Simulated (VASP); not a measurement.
# What goes wrong when GaAs is relaxed with a bad input, part 2 of 2

Aim: see how common mistakes in a VASP relaxation show up, on GaAs. The starting structure is a measured crystal structure from the Crystallography Open Database.

VASP 6.6.1.

Results so far: reference 22.67 Å³ an atom; a smearing far too wide 23.71 Å³ an atom.

### 5. Relaxation with the cell held fixed (ISIF = 2)

Level of this step: PBEsol; plane waves and PAW (As, Ga_d) (VASP).

A slip made on purpose: the cell held fixed (ISIF = 2). Against step 2 the input has ISIF = 2 (also changed: NELM).

Contents of INCAR:

```
SYSTEM = GaAs
PREC = Accurate
ENCUT = 450
EDIFF = 1E-06
NELM = 60
ISMEAR = 0
SIGMA = 0.03
LREAL = .FALSE.
ALGO = Normal
GGA = PS
NBANDS = 15
LORBIT = 11
LWAVE = .FALSE.
LCHARG = .FALSE.
KPAR = 2
IBRION = 2
NSW = 50
ISIF = 2
EDIFFG = -0.01
```

Contents of POSCAR:

```
GaAs
1.0
    0.0000000000      2.8268500000      2.8268500000
    2.8268500000      0.0000000000      2.8268500000
    2.8268500000      2.8268500000      0.0000000000
As Ga
1 1
Direct
    0.7500000000      0.7500000000      0.7500000000
    0.0000000000      0.0000000000      0.0000000000
```

Contents of KPOINTS:

```
Automatic mesh
0
Gamma
6 6 6
0 0 0
```

PAW data sets: As and Ga_d (PBE family, release 64).

Run with:

```bash
mpirun -np 2 vasp_std
```

Log:

```text
[... set-up lines as in an earlier step ...]
 entering main loop
       N       E                     dE             d eps       ncg     rms          rms(c)
[... 12 cycles as in an earlier step ...]
   1 F= -.90646440E+01 E0= -.90646440E+01  d E =-.906464E+01
[...]
reached required accuracy - stopping structural energy minimisation
```

Run time: 10 s. Hardware: 2 MPI ranks of AMD EPYC 7R43, shared host; peak memory 0.24 GiB; 19 s of CPU time.

OUTCAR, selected parts (step 5):

```text
  Total        0.0686839      0.0686839      0.0686839      0.0000000      0.0000000      0.0000000
  in kB        2.4357188      2.4357188      2.4357188      0.0000000      0.0000000      0.0000000
  external PRESSURE =       2.4357188 kB  Pullay stress =       0.0000000 kB

 POSITION                                       TOTAL-FORCE (eV/Angst)
 -----------------------------------------------------------------------------------
      4.24027      4.24027      4.24027        -0.000000     -0.000000     -0.000000
      0.00000      0.00000      0.00000         0.000000      0.000000      0.000000
 -----------------------------------------------------------------------------------
    total drift:                               -0.000001     -0.000001     -0.000001

  FREE ENERGIE OF THE ION-ELECTRON SYSTEM (eV)
  ---------------------------------------------------
  free  energy   TOTEN  =        -9.0646440376 eV

  energy  without entropy=       -9.0646440376  energy(sigma->0) =       -9.06464404

[... 2 parts as in an earlier step ...]

[... 2 further parts left out ...]
[key lines of the parts left out:]
E-fermi :   3.9540
```

With the cell held fixed (ISIF = 2) the cell ends at 22.590 Å³ an atom, -0.34 % from the reference.

### 6. Relaxation with too few electronic steps

A slip made on purpose: too few electronic steps. Against step 2 the input has NELM = 4 (also changed: NSW).

Edit INCAR of step 5 so:

```diff
@@ -4,3 +4,3 @@
 EDIFF = 1E-06
-NELM = 60
+NELM = 4
 ISMEAR = 0
@@ -16,4 +16,4 @@
 IBRION = 2
-NSW = 50
-ISIF = 2
+NSW = 30
+ISIF = 3
 EDIFFG = -0.01
```

POSCAR is that of step 5.

KPOINTS is that of step 5.

Run with:

```bash
mpirun -np 2 vasp_std
```

Log:

```text
[... set-up lines as in an earlier step ...]
 entering main loop
       N       E                     dE             d eps       ncg     rms          rms(c)
[... 4 cycles as in an earlier step ...]
 -----------------------------------------------------------------------------
|                                                                             |
|           W    W    AA    RRRRR   N    N  II  N    N   GGGG   !!!           |
|           W    W   A  A   R    R  NN   N  II  NN   N  G    G  !!!           |
|           W    W  A    A  R    R  N N  N  II  N N  N  G       !!!           |
|           W WW W  AAAAAA  RRRRR   N  N N  II  N  N N  G  GGG   !            |
|           WW  WW  A    A  R   R   N   NN  II  N   NN  G    G                |
|           W    W  A    A  R    R  N    N  II  N    N   GGGG   !!!           |
|                                                                             |
|     The electronic self-consistency was not achieved in the given           |
|     number of steps (NELM). The forces and other quantities evaluated       |
[...]
|     E        R   R    R   R    O     O  R   R                               |
|     E        R    R   R    R   O     O  R    R      ###     ###     ###     |
|     EEEEEEE  R     R  R     R  OOOOOOO  R     R     ###     ###     ###     |
|                                                                             |
|     Orbital orthonormalization failed in the inversion of matrix            |
|     LAPACK: Routine ZPOTRF failed! kpoint: 1 spin: 1                        |
|                                                                             |
|     Possible solutions for this issue are:                                  |
|     - Please check whether the atoms are too close to each other.           |
|     - Decreasing POTIM might help during relaxations or MDs.                |
|     - Deleting CHGCAR or WAVECAR if incompatible with the structure.        |
|     - Try calculating without symmetrizing (ISYM = 0 or ISYM = -1).         |
|     - As last resort: using a different PAW for some of the atoms.          |
|                                                                             |
|       ---->  I REFUSE TO CONTINUE WITH THIS SICK JOB ... BYE!!! <----       |
|                                                                             |
 -----------------------------------------------------------------------------

1
1
```

Run time: 10 s. Hardware: 2 MPI ranks.

VASP stopped with this message: “Orbital orthonormalization failed in the inversion of matrix LAPACK: Routine ZPOTRF failed! kpoint: 1 spin: 1”.

### 7. The runs compared

| run | ended | volume (Å³/atom) | change (%) | pressure left (GPa) | core minutes |
| --- | --- | --- | --- | --- | --- |
| reference | converged | 22.667 | - | 0.04 | 0.447 |
| a functional's name that the tag doesn't take | stopped by VASP | - | - | - | 0.1 |
| a smearing far too wide | converged | 23.712 | 4.61 | 0.04 | 0.64 |
| the cell held fixed (ISIF = 2) | converged | 22.59 | -0.34 | 0.24 | 0.333 |
| too few electronic steps | stopped by VASP | - | - | - | 0.34 |

Core minutes are wall time times ranks, summed over the relaxations behind a row (those for a bulk modulus apart), on shared hosts.

### 8. Summary of results

* volume of the reference: 22.67 Å³/atom
* volume against the reference, a smearing far too wide: +4.61 %
* volume against the reference, the cell held fixed (ISIF = 2): -0.34 %
* run with a functional's name that the tag doesn't take: stopped by VASP
* run with too few electronic steps: stopped by VASP

What this shows: VASP stopped by itself in the runs with a functional's name that the tag doesn't take and too few electronic steps. Finished, but with signs in the output that stand out against the reference: a smearing far too wide, with the volume changed by +4.6 % (signs: 2.8 GPa at the first ionic step (reference: 0.2 GPa) and a large entropy term in the energy); the cell held fixed (ISIF = 2), with the volume kept at the input's, -0.3 % from the reference (signs: a stress of up to 0.2 GPa). Further runs on this material are not shown.

[Lines on the potential files, build, host, timing and source positions are cut from VASP's logs without a mark.]

[Logs are printed without paths, hosts, clocks, repeated set-up lines and the standing remarks that a program may print on its own settings, such as how far it seeks lower states.]

[Hosts, paths, dates, database ids (printed as entryN), source tags and the programs' standing remarks are cut or masked in the printed files.]
